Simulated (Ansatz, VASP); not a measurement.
## ZnO: VASP beside Ansatz

File INCAR:

```
SYSTEM = ZnO
  PREC = Accurate
  ENCUT = 520
  EDIFF = 1E-6
  ISMEAR = -1
  SIGMA = 0.05
  LREAL = .False.
  LASPH = .True.
  NELM = 60
  ALGO = Normal
  ISIF = 2
  LWAVE = .False.
  LCHARG = .False.
  NBANDS = 26
```

Contents of KPOINTS:

```
regular mesh
0
Gamma
  12 12 7
  0 0 0
```

The input POSCAR:

```
ZnO
1.0
    3.2373510235      0.0000000000      0.0000000000
   -1.6186755117      2.8036282273      0.0000000000
    0.0000000000      0.0000000000      5.2220613000
Zn O
2 2
Direct
    0.6666666700      0.3333333300      0.5005917000
    0.3333333300      0.6666666700      0.0005917000
    0.6666666700      0.3333333300      0.8778033474
    0.3333333300      0.6666666700      0.3797183000
```

Input for Ansatz:

```yaml
crystal:
  lattice:
    - [3.2373510235, 0.0, 0.0]
    - [-1.6186755117, 2.8036282273, 0.0]
    - [0.0, 0.0, 5.2220613]
  atoms:
    - { symbol: Zn, position: [0.66666667, 0.33333333, 0.5005917] }
    - { symbol: Zn, position: [0.33333333, 0.66666667, 0.0005917] }
    - { symbol: O, position: [0.66666667, 0.33333333, 0.8778033474] }
    - { symbol: O, position: [0.33333333, 0.66666667, 0.3797183] }
hamiltonian:
  xc: lda
  pseudopotentials:
    kind: all_electron
    lapw: { muffin_tin_radii: { Zn: 0.995, O: 0.746 } }
kpoints:
  mp_grid: { grid: [12, 12, 7] }
scf:
  occupations: { method: fermi_dirac, width: 0.05 }
  convergence: { dr2_threshold: 1.0e-09 }
output:
  eigenvalues: true
  forces: true
basis:
  ecutwfc: 400
```

The cell is a database's computed one.

Alike in both runs: task single point; functional LDA; k mesh 12 × 12 × 7; occupations fermi-dirac, width 0.05 eV; no spin polarisation.

|  | VASP | Ansatz |
| --- | --- | --- |
| version | VASP 6.6.1 | Ansatz 0.2.0 |
| potentials or method | VASP PAW LDA potentials, release 64 (Zn, O) | all-electron LAPW, scalar-relativistic |
| plane-wave cutoff (eV) | 520 | see its input |

|  | VASP | Ansatz | Ansatz less VASP |
| --- | --- | --- | --- |
| gap on the k mesh at the Fermi level (eV) | 0.74 | 0.74 | +0.003 |
| least direct gap on the mesh (eV) | 0.74 | 0.74 | +0.003 |
| rms of the force components (eV/Å) | 0.038 | 0.037 | -0.0010 |

Atom by atom the forces differ by 0.001 eV/Å (rms over components). Ansatz ran all-electron here, so the differences hold the error of VASP's frozen core and of both bases.

A hybrid or GW would open this gap; LDA tends to underestimate it.
